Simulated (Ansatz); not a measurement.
LaAlO3 (cubic perovskite)

```cif
data_AlLaO3
_chemical_formula_sum 'La1 Al1 O3'
_space_group_name_H-M_alt 'Pm-3m'
_space_group_IT_number 221
_space_group_name_Hall '-P 4 2 3'
_cell_length_a 3.81241
_cell_length_b 3.81241
_cell_length_c 3.81241
_cell_angle_alpha 90.000
_cell_angle_beta 90.000
_cell_angle_gamma 90.000
loop_
_atom_site_label
_atom_site_type_symbol
_atom_site_symmetry_multiplicity
_atom_site_Wyckoff_symbol
_atom_site_fract_x
_atom_site_fract_y
_atom_site_fract_z
_atom_site_occupancy
La1 La 1 a 0.00000 0.00000 0.00000 1
Al1 Al 1 b 0.50000 0.50000 0.50000 1
O1 O 3 c 0.00000 0.50000 0.50000 1
```

Equation-of-state scan: isotropic scaling of the cell above, V₀ being its volume. Symmetry pins the atoms to their sites.

Calculation: PBE (plane waves to 420 eV, PAW, scalar-relativistic; Ansatz, an electronic-structure program). k mesh 9×9×9 (Γ-centred), Fermi-Dirac smearing 0.05 eV. Energies are smeared free energies. LaAlO3 is run without spin polarisation. LaAlO3 was relaxed with its symmetry unable to fall. This is a high-temperature form of LaAlO3. The zero of ΔE is the relaxed starting cell.

```csv
V (Å³/atom),ΔE (meV/atom)
10.417,26.6
10.528,18.2
10.639,11.4
10.750,6.3
10.861,2.8
10.971,0.7
11.082,0.0
11.193,0.6
11.304,2.5
11.415,5.7
11.526,9.9
11.636,15.2
11.747,21.5
```

**Question.** What is the fitted pressure derivative B₀′?

**Answer.** 4.2.

**Question.** What bulk modulus B₀ follows from a third-order Birch-Murnaghan fit?

**Answer.** 192 GPa.

(A scan under strain: stresses follow from slopes of the energy per volume, elastic moduli from its curvatures.)
